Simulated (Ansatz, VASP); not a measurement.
## Rb in VASP and in Ansatz

```
Rb
1.0
     4.25982    0.00000    0.00000
     0.00000    4.25982    0.00000
     0.00000    0.00000    4.25982
Rb
1
Direct
  0.00000 0.00000 0.00000
```

This isn't the form of Rb at room conditions, which is bcc.

Alike in both runs: task single point; functional PBEsol; dispersion D4; k mesh 6 × 6 × 6; no spin polarisation.

|  | VASP | Ansatz |
| --- | --- | --- |
| version | VASP 6.6.1 | Ansatz 0.2.0 |
| potentials or method | VASP PAW PBE potentials, release 64 (Rb_sv) | plane waves, PAW |
| plane-wave cutoff (eV) | 520 | 460 |
| occupations | fermi-dirac, width 0.1 eV | fermi-dirac |
| valence electrons in the cell | 9 | 9 |

Ansatz gave:

```
dispersion energy (meV/atom) : -50.5
```

Q: Estimate VASP's values.

A: Dispersion energy (meV/atom): -50.4.
